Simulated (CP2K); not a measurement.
A run of CP2K 2026.2 is set up as follows.

The input batio3_vcrelax.inp:

```
&GLOBAL
  PROJECT batio3_vcrelax
  RUN_TYPE CELL_OPT
  PRINT_LEVEL LOW
&END GLOBAL
&FORCE_EVAL
  METHOD QS
  STRESS_TENSOR ANALYTICAL
  &DFT
    BASIS_SET_FILE_NAME BASIS_MOLOPT_UZH
    POTENTIAL_FILE_NAME POTENTIAL_UZH
    &MGRID
      CUTOFF 600
      REL_CUTOFF 60
      NGRIDS 5
    &END MGRID
    &QS
      METHOD GPW
      EPS_DEFAULT 1.0E-9
      EXTRAPOLATION USE_PREV_P
    &END QS
    &KPOINTS
      SCHEME MONKHORST-PACK 5 5 5
      GAMMA_CENTERED T
    &END KPOINTS
    &SCF
      SCF_GUESS ATOMIC
      EPS_SCF 1.0E-6
      MAX_SCF 100
      ADDED_MOS 19
      CHOLESKY OFF
      EPS_EIGVAL 1.0E-7
      &DIAGONALIZATION ON
        ALGORITHM STANDARD
      &END DIAGONALIZATION
      &MIXING ON
        METHOD BROYDEN_MIXING
        ALPHA 0.4
        BETA 1.5
        NBUFFER 8
      &END MIXING
      &SMEAR ON
        METHOD FERMI_DIRAC
        ELECTRONIC_TEMPERATURE 580.23
      &END SMEAR
    &END SCF
    &XC
      &XC_FUNCTIONAL
        &GGA_X_PBE
        &END GGA_X_PBE
        &GGA_C_PBE
        &END GGA_C_PBE
      &END XC_FUNCTIONAL
    &END XC
    &PRINT
      &KPOINTS ON
      &END KPOINTS
      &MULLIKEN ON
        &EACH
          CELL_OPT 0
        &END EACH
        ADD_LAST NUMERIC
      &END MULLIKEN
      &MO ON
        ENERGIES T
        OCCUPATION_NUMBERS T
        &EACH
          QS_SCF 0
          CELL_OPT 0
        &END EACH
        ADD_LAST NUMERIC
      &END MO
    &END PRINT
  &END DFT
  &SUBSYS
    &CELL
      A 3.9998000000 0.0000000000 0.0000000000
      B 0.0000000000 3.9998000000 0.0000000000
      C 0.0000000000 0.0000000000 4.0180000000
      PERIODIC XYZ
    &END CELL
    &COORD
      Ba  0.0000000000 0.0000000000 0.0000000000
      Ti  1.9999000000 1.9999000000 1.9688200000
      O   0.0000000000 1.9999000000 2.0773060000
      O   1.9999000000 0.0000000000 2.0773060000
      O   1.9999000000 1.9999000000 0.0763420000
    &END COORD
    &KIND Ba
      BASIS_SET TZVP-MOLOPT-PBE-GTH-q10
      POTENTIAL GTH-PBE-q10
    &END KIND
    &KIND Ti
      BASIS_SET TZVP-MOLOPT-PBE-GTH-q12
      POTENTIAL GTH-PBE-q12
    &END KIND
    &KIND O
      BASIS_SET TZVP-MOLOPT-PBE-GTH-q6
      POTENTIAL GTH-PBE-q6
    &END KIND
    &PRINT
      &ATOMIC_COORDINATES ON
      &END ATOMIC_COORDINATES
      &CELL ON
      &END CELL
    &END PRINT
  &END SUBSYS
  &PRINT
    &FORCES ON
    &END FORCES
    &STRESS_TENSOR ON
    &END STRESS_TENSOR
  &END PRINT
&END FORCE_EVAL
&MOTION
  &CELL_OPT
    OPTIMIZER BFGS
    MAX_ITER 40
    MAX_FORCE [eV*angstrom^-1] 0.05
    RMS_FORCE [eV*angstrom^-1] 0.05
    MAX_DR 1.0E-2
    RMS_DR 1.0E-2
    EXTERNAL_PRESSURE [bar] 0.0
    PRESSURE_TOLERANCE [bar] 100
    KEEP_SPACE_GROUP T
  &END CELL_OPT
  &PRINT
    &TRAJECTORY ON
    &END TRAJECTORY
    &CELL ON
    &END CELL
    &FORCES ON
    &END FORCES
    &STRESS ON
    &END STRESS
    &RESTART OFF
    &END RESTART
    &RESTART_HISTORY OFF
    &END RESTART_HISTORY
  &END PRINT
&END MOTION
```

Potentials or basis: POTENTIAL_UZH Ba GTH-PBE-q10, Ti GTH-PBE-q12, O GTH-PBE-q6; TZVP-MOLOPT-PBE-GTH basis.

Run with:

```console
$ OMP_NUM_THREADS=2 cp2k.psmp -i batio3_vcrelax.inp -o batio3_vcrelax.out
```

(1) Estimate the space group after relaxing (to 0.05 Å).

(2) Estimate the relaxed cell.

Results:

(1) P4mm (No. 99).

(2) a = 3.996 Å, b = 3.996 Å, c = 4.231 Å, α = 90.00°, β = 90.00°, γ = 90.00°.

Caveat: the printed path begins after the first move.
